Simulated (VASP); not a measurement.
# RbBr (Pm-3m) in VASP: notebook

One crystal, RbBr, is run at these levels: r2SCAN; tasks: single point.

Program: VASP 6.6.1. These are calculated values, not measurements. Logs are shortened: lines on timing, memory, paths and dates and some standing lists are left out, and cuts for length are marked.

### Step 1. Starting point

It takes space group Pm-3m (No. 221, cubic). Conventional cell: a = 4.126 Å, b = 4.126 Å, c = 4.126 Å, α = 90.00°, β = 90.00°, γ = 90.00°. Around Rb (site symmetry m-3m) lie 8 Br at 3.57 Å. Around Br (site symmetry m-3m) lie 8 Rb at 3.57 Å.

The cell comes from a database or a generator and needn't be the stable form of this composition.

### Step 2. Single point, r2SCAN

Contents of INCAR:

```
PREC     = Accurate       # precision mode
ENCUT    = 300            # plane-wave cutoff, eV
EDIFF    = 1E-6           # SCF threshold, eV
ISMEAR   = 0              # smearing method
SIGMA    = 0.05           # smearing width, eV
LREAL    = F              # projectors in reciprocal space
LASPH    = T              # aspherical terms in the spheres
NELM     = 100            # most SCF steps
ALGO     = Normal         # electronic algorithm
ISIF     = 2              # what is computed and relaxed
LWAVE    = F              # write WAVECAR
LCHARG   = F              # write CHGCAR
METAGGA  = R2SCAN         # meta-GGA
LMIXTAU  = T            
ADDGRID  = F
```

Contents of KPOINTS:

```
Automatic mesh
0
Gamma
  6 6 6
```

Contents of POSCAR:

```
RbBr
1.0
    4.1260773000      0.0000000000      0.0000000000
    0.0000000000      4.1260773000      0.0000000000
    0.0000000000      0.0000000000      4.1260773000
Rb Br
1 1
Direct
    0.0000000000      0.0000000000      0.0000000000
    0.5000000000      0.5000000000      0.5000000000
```

Potentials or basis: VASP PAW PBE potentials, release 64 (Rb_sv, Br).

The run is started by

```bash
$ cat potpaw_PBE.64/Rb_sv/POTCAR potpaw_PBE.64/Br/POTCAR > POTCAR
$ mpirun -np 1 vasp_std > vasp.out
```

OUTCAR:

```text
PREC = Accurate
   ENCUT = 300
   EDIFF = 1E-6
   ISMEAR = 0
   LREAL = F
   LASPH = T
   NELM = 100
   ISIF = 2
   METAGGA = R2SCAN

 Found     20 irreducible k-points:

 Following reciprocal coordinates:
            Coordinates               Weight
  0.000000  0.000000  0.000000      1.000000
  0.166667  0.000000  0.000000      6.000000
  0.333333  0.000000  0.000000      6.000000
  0.500000  0.000000  0.000000      3.000000
  0.166667  0.166667  0.000000     12.000000
  0.333333  0.166667  0.000000     24.000000
   k-points           NKPTS =     20   k-points in BZ     NKDIM =     20   number of bands    NBANDS=     12
   number of dos      NEDOS =    301   number of ions     NIONS =      2
   total plane-waves  NPLWV =  13824
   dimension x,y,z NGX =    24 NGY =   24 NGZ =   24
   dimension x,y,z NGXF=    48 NGYF=   48 NGZF=   48
   ions per type =               1   1
   NGX,Y,Z   is equivalent  to a cutoff of   9.67,  9.67,  9.67 a.u.
   NGXF,Y,Z  is equivalent  to a cutoff of  19.34, 19.34, 19.34 a.u.
 SYSTEM =  unknown system
   PREC   = accura    normal or accurate (medium, high low for compatibility)
   ISTART =      0    job   : 0-new  1-cont  2-samecut
   ICHARG =      2    charge: 1-file 2-atom 10-const
   ISPIN  =      1    spin polarized calculation?
   LNONCOLLINEAR =      F non collinear calculations
   LSORBIT =      F    spin-orbit coupling
   LASPH  =      T    aspherical Exc in radial PAW
   ENCUT  =  300.0 eV  22.05 Ry    4.70 a.u.   5.83  5.83  5.83*2*pi/ulx,y,z
   NELM   =    100;   NELMIN=  2; NELMDL= -5     # of ELM steps
   EDIFF  = 0.1E-05   stopping-criterion for ELM
   LREAL  =      F    real-space projection
   EDIFFG = 0.1E-04   stopping-criterion for IOM
   NSW    =      0    number of steps for IOM
   IBRION =     -1    ionic relax: 0-MD 1-quasi-New 2-CG
   NFREE  =      0    steps in history (QN), initial steepest desc. (CG)
   ISIF   =      2    stress and relaxation
   ISYM   =      2    0-nonsym 1-usesym 2-fastsym
   POTIM  = 0.5000    time-step for ionic-motion
   TEBEG  =    0.0;   TEEND  =   0.0 temperature during run
   PSTRESS=    0.0 pullay stress
   NELECT =      16.0000    total number of electrons
   NUPDOWN=      -1.0000    fix difference up-down
   EMIN   =  10.00;   EMAX   =-10.00  energy-range for DOS
   EFERMI =   0.00;   METHOD = LEGACY
   ISMEAR =     0;   SIGMA  =   0.05  broadening in eV -4-tet -1-fermi 0-gaus
   EFERMI_NEDOS =   21; number of points for ismear=-14 and -15
   IALGO  =     38    algorithm
   IMIX   =      4    mixing-type and parameters
     AMIX     =   0.40;   BMIX     =  1.00
     AMIX_MAG =   1.60;   BMIX_MAG =  1.00
  volume/ion in A,a.u.               =      35.12       237.02
  Fermi-wavevector in a.u.,A,eV,Ry     =   0.999795  1.889338 13.600238  0.999589
  Thomas-Fermi vector in A             =   2.132108
   LORBIT       =      0    0 simple, 1 ext, 2 COOP (PROOUT), +10 PAW based schemes
   METAGGA = R2SCAN    functional components
   LHFCALC =     F    Hartree Fock is set to
   AEXX    =    0.0000 exact exchange contribution
   IVDW    =     0    specifies the selected vdW correction
   LEPSILON=     F    determine dielectric tensor
   LRPA    =     F    only Hartree local field effects (RPA)
 non-spin polarized calculation
 Gauss-broadening in eV      SIGMA  =   0.05
  energy-cutoff  :      300.00
  volume of cell :       70.24
 maximum number of plane-waves:       844
 NGX is ok and might be reduce to    24
   NGX = 11   NGY = 11   NGZ = 11

 number of electron      16.0000017 magnetization

 Free energy of the ion-electron system (eV)
  ---------------------------------------------------
  ext. energy  EPLUGINS =         0.00000000
  ---------------------------------------------------
  free energy    TOTEN  =       -31.10951019 eV

  energy without entropy =      -31.10951019  energy(sigma->0) =      -31.10951019

 E-fermi :  -0.8292     XC(G=0):  -8.3259

 val. band max:       -1.0510280717   @ k =   0.5000   0.5000   0.0000
 cond. band min:       3.7822760527   @ k =   0.0000   0.0000   0.0000
 fundamental gap:      4.8333041244
 Fermi energy:        -0.8292321344

 k-point     1 :       0.0000    0.0000    0.0000
  band No.  band energies     occupation
      1     -26.9367      2.00000
      2     -14.1089      2.00000
      3     -10.3746      2.00000
      4     -10.3746      2.00000
      5     -10.3746      2.00000
      6      -1.2051      2.00000
      7      -1.2051      2.00000
      8      -1.2051      2.00000
      9       3.7823      0.00000
     10       5.0655      0.00000
     11       5.0655      0.00000
     12       9.6732      0.00000

 k-point     2 :       0.1667    0.0000    0.0000
  band No.  band energies     occupation
      1     -26.9315      2.00000
      2     -14.1063      2.00000
      3     -10.4095      2.00000
      4     -10.3628      2.00000
      5     -10.3628      2.00000
      6      -1.6853      2.00000
      7      -1.2216      2.00000
      8      -1.2216      2.00000
      9       4.4251      0.00000
     10       5.2804      0.00000
     11       5.6811      0.00000
     12       9.5374      0.00000

 k-point     3 :       0.3333    0.0000    0.0000
  band No.  band energies     occupation
      1     -26.9210      2.00000
      2     -14.1030      2.00000
      3     -10.4708      2.00000
      4     -10.3391      2.00000
      5     -10.3391      2.00000
      6      -2.4378      2.00000
      7      -1.2564      2.00000
      8      -1.2564      2.00000
      9       5.7522      0.00000
     10       5.8765      0.00000
     11       6.9384      0.00000
     12       9.2635      0.00000

 k-point     4 :       0.5000    0.0000    0.0000
  band No.  band energies     occupation
      1     -26.9158      2.00000
      2     -14.1024      2.00000
      3     -10.4971      2.00000
      4     -10.3271      2.00000
      5     -10.3271      2.00000
      6      -2.7540      2.00000
      7      -1.2746      2.00000
      8      -1.2746      2.00000
      9       6.4049      0.00000
     10       6.7585      0.00000
     11       7.3175      0.00000
     12       8.3078      0.00000

 k-point     5 :       0.1667    0.1667    0.0000
  band No.  band energies     occupation
      1     -26.9264      2.00000
      2     -14.0932      2.00000
      3     -10.4527      2.00000
      4     -10.3696      2.00000
      5     -10.3520      2.00000
      6      -1.7769      2.00000
      7      -1.4959      2.00000
      8      -1.2208      2.00000
      9       4.9086      0.00000
     10       5.6334      0.00000
     11       6.0704      0.00000
     12       8.9753      0.00000

 k-point     6 :       0.3333    0.1667    0.0000
  band No.  band energies     occupation
      1     -26.9162      2.00000
      2     -14.0684      2.00000
      3     -10.5175      2.00000
      4     -10.3984      2.00000
      5     -10.3302      2.00000
      6      -2.3317      2.00000
      7      -1.5330      2.00000
      8      -1.2206      2.00000
      9       5.8323      0.00000
     10       6.0858      0.00000
     11       7.1834      0.00000
     12       8.6790      0.00000

 [... further k-points ...]

------------------------ aborting loop because EDIFF is reached ----------------------------------------

  FORCE on cell =-STRESS in cart. coord.  units (eV):
  Direction    XX          YY          ZZ          XY          YZ          ZX
  --------------------------------------------------------------------------------------
  -------------------------------------------------------------------------------------
  Total        0.0140156      0.0140156      0.0140156     -0.0000000     -0.0000000      0.0000000
  in kB        0.3196767      0.3196767      0.3196767     -0.0000000     -0.0000000      0.0000000
  external PRESSURE =       0.3196767 kB  Pullay stress =       0.0000000 kB

 VOLUME and BASIS-vectors are now :
 -----------------------------------------------------------------------------
  energy-cutoff  :      300.00
  volume of cell :       70.24
      direct lattice vectors                 reciprocal lattice vectors
     4.126077300  0.000000000  0.000000000     0.242360947  0.000000000  0.000000000
     0.000000000  4.126077300  0.000000000     0.000000000  0.242360947  0.000000000
     0.000000000  0.000000000  4.126077300     0.000000000  0.000000000  0.242360947

 POSITION                                       TOTAL-FORCE (eV/Angst)
 -----------------------------------------------------------------------------------
      0.00000      0.00000      0.00000         0.000000      0.000000      0.000000
      2.06304      2.06304      2.06304         0.000000      0.000000      0.000000
 -----------------------------------------------------------------------------------
    total drift:                                0.000000      0.000000     -0.000000

  FREE ENERGIE OF THE ION-ELECTRON SYSTEM (eV)
  ---------------------------------------------------
  free  energy   TOTEN  =       -31.1095101921 eV

  energy  without entropy=      -31.1095101921  energy(sigma->0) =      -31.10951019
```

Wall time 14 s (1 thread of Intel Xeon 6975P-C (Granite Rapids), shared host); peak memory 0.14 GiB.

The run converged, but some of its settings lie outside the range that counts as converged, so its numbers aren't taken as properties of the crystal.

Results:

```yaml
Free_energy: -31.1095 eV
Pressure: 0.0 GPa
Band_gap_on_the_k_mesh: 4.83 eV, indirect (least direct gap 4.99 eV)
```

Caveat: the PAW data sets were made with another functional, which shifts forces and pressure a little.

### Step 3. Single point, r2SCAN

Edit INCAR of step 2 so:

```diff
@@ -1,3 +1,3 @@
 PREC     = Accurate       # precision mode
-ENCUT    = 300            # plane-wave cutoff, eV
+ENCUT    = 250            # plane-wave cutoff, eV
 EDIFF    = 1E-6           # SCF threshold, eV
```

Contents of KPOINTS:

```
Automatic mesh
0
Gamma
  7 7 7
```

POSCAR is that of step 2.

Potentials or basis: VASP PAW PBE potentials, release 64 (Rb_sv, Br).

The run is started by

```bash
$ cat potpaw_PBE.64/Rb_sv/POTCAR potpaw_PBE.64/Br/POTCAR > POTCAR
$ mpirun -np 1 vasp_std > vasp.out
```

Wall time 15 s (1 thread of Intel Xeon 6975P-C (Granite Rapids), shared host); peak memory 0.14 GiB.

The run converged, but some of its settings lie outside the range that counts as converged, so its numbers aren't taken as properties of the crystal.

What came out:

| Quantity | Value |
| --- | --- |
| Free energy | -31.1125 eV |
| Band gap on the k mesh | 4.86 eV, indirect (least direct gap 4.99 eV) |

Caveat: the cutoff is under 1.25 times the usual one of these potentials, so pressure, stress and relaxed cells hold a basis-set (Pulay) error; the PAW data sets were made with another functional, which shifts forces and pressure a little; an odd mesh through Γ misses points on the zone boundary, where band edges often lie.

### Step 4. The reference run

An earlier run on the cell as given: functional PBE; potentials or basis VASP PAW PBE potentials, release 64 (Rb_sv, Br); cutoff 520 eV; k mesh 7 × 7 × 7; occupations fermi-dirac, width 0.05 eV; no spin polarisation.

- Pressure: 0.8 GPa
- Band gap on the k mesh: 4.10 eV, indirect (least direct gap 4.23 eV)
